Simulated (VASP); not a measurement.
# Al: intraband terms of a metal's spectrum

Al, Fm-3m (no. 225), 1 atom in the cell. PBE, independent-particle dielectric function; PAW potentials Al (PBE set).

## Input

INCAR.step1:
```
SYSTEM = Al
PREC = Accurate
ENCUT = 280
ISMEAR = 1
SIGMA = 0.1
EDIFF = 1E-7
LASPH = .TRUE.
KPAR = 4
LWAVE = .FALSE.
LCHARG = .TRUE.
LMAXMIX = 4
```

INCAR.step2:
```
SYSTEM = Al
PREC = Accurate
ENCUT = 280
ISMEAR = 0
SIGMA = 0.3
EDIFF = 1E-6
LASPH = .TRUE.
KPAR = 4
LWAVE = .TRUE.
LCHARG = .FALSE.
LMAXMIX = 4
ICHARG = 11
NBANDS = 16
NEDOS = 3000
OMEGAMAX = 30
CSHIFT = 0.1
```

INCAR.step3, as INCAR.step2 but for:
```
- LWAVE = .TRUE.
+ LWAVE = .FALSE.
+ LOPTICS = .TRUE.
+ ALGO = None
+ NELM = 1
+ ISTART = 1
```

INCAR.step4, as INCAR.step3 but for:
```
+ WPLASMAI = 0.03
```

INCAR.step5 to INCAR.step6 change the same tag again: WPLASMAI = 0.1, 0.3.

INCAR.step7, as INCAR.step6 but for:
```
- WPLASMAI = 0.3
+ RTIME = 5
```

INCAR.step8, as INCAR.step7 but for:
```
- RTIME = 5
+ RTIME = 40
```

INCAR.step9, as INCAR.step8 but for:
```
- RTIME = 40
+ LNABLA = .TRUE.
```

INCAR.step10, as INCAR.step9 but for:
```
- ISMEAR = 0
- LNABLA = .TRUE.
+ ISMEAR = -5
```

KPOINTS.step1:
```
k-points
0
Gamma
  11 11 11
```

KPOINTS.step2:
```
k-points
0
Gamma
  23 23 23
```

POSCAR:
```
Al
1.0
    0.0000000000      2.0248050000      2.0248050000
    2.0248050000      0.0000000000      2.0248050000
    2.0248050000      2.0248050000      0.0000000000
Al
1
Direct
    0.0000000000      0.0000000000      0.0000000000
```

Commands (each step's output is kept before the next begins):
```
cat potpaw_PBE.64/Al/POTCAR > POTCAR
cp INCAR.step1 INCAR
cp KPOINTS.step1 KPOINTS
mpirun -np 4 vasp_std > vasp.out
cp INCAR.step2 INCAR
cp KPOINTS.step2 KPOINTS
mpirun -np 4 vasp_std > vasp.out
cp INCAR.step3 INCAR
mpirun -np 4 vasp_std > vasp.out
cp INCAR.step4 INCAR
mpirun -np 4 vasp_std > vasp.out
cp INCAR.step5 INCAR
mpirun -np 4 vasp_std > vasp.out
cp INCAR.step6 INCAR
mpirun -np 4 vasp_std > vasp.out
cp INCAR.step7 INCAR
mpirun -np 4 vasp_std > vasp.out
cp INCAR.step8 INCAR
mpirun -np 4 vasp_std > vasp.out
cp INCAR.step9 INCAR
mpirun -np 4 vasp_std > vasp.out
cp INCAR.step10 INCAR
mpirun -np 4 vasp_std > vasp.out
```

## Result

- Bands: 16

One ground state, settings moved in the last step alone:

| Settings | Plasma frequency (eV) | Im ε at 0.5 eV | Im ε at 1 eV | Im ε at 2 eV | Im ε at 4 eV | Time (s) |
|---|---|---|---|---|---|---|
| interband part alone | 12.69 | 50.3 | 22.8 | 24.3 | 1.1 | 9 |
| Drude term, WPLASMAI 0.03 | 12.69 | 88.8 | 27.6 | 24.9 | 1.1 | 9 |
| Drude term, WPLASMAI 0.1 | 12.69 | 174.2 | 38.7 | 26.3 | 1.3 | 8 |
| Drude term, WPLASMAI 0.3 | 12.69 | 334.5 | 67.1 | 30.2 | 1.8 | 8 |
| relaxation time RTIME 5 fs | 12.69 | 208.9 | 43.6 | 27.0 | 1.4 | 8 |
| relaxation time RTIME 40 fs | 12.69 | 71.4 | 25.4 | 24.7 | 1.1 | 8 |
| transversal form (LNABLA) | 13.34 | 55.0 | 25.1 | 26.6 | 1.1 | 8 |
| tetrahedron method | – | – | – | – | – | no result |

VASP 6.6.1 took 70 s on 4 cores (Intel Xeon Platinum 8259CL @ 2.50GHz (Skylake/Cascade Lake)), a shared host.
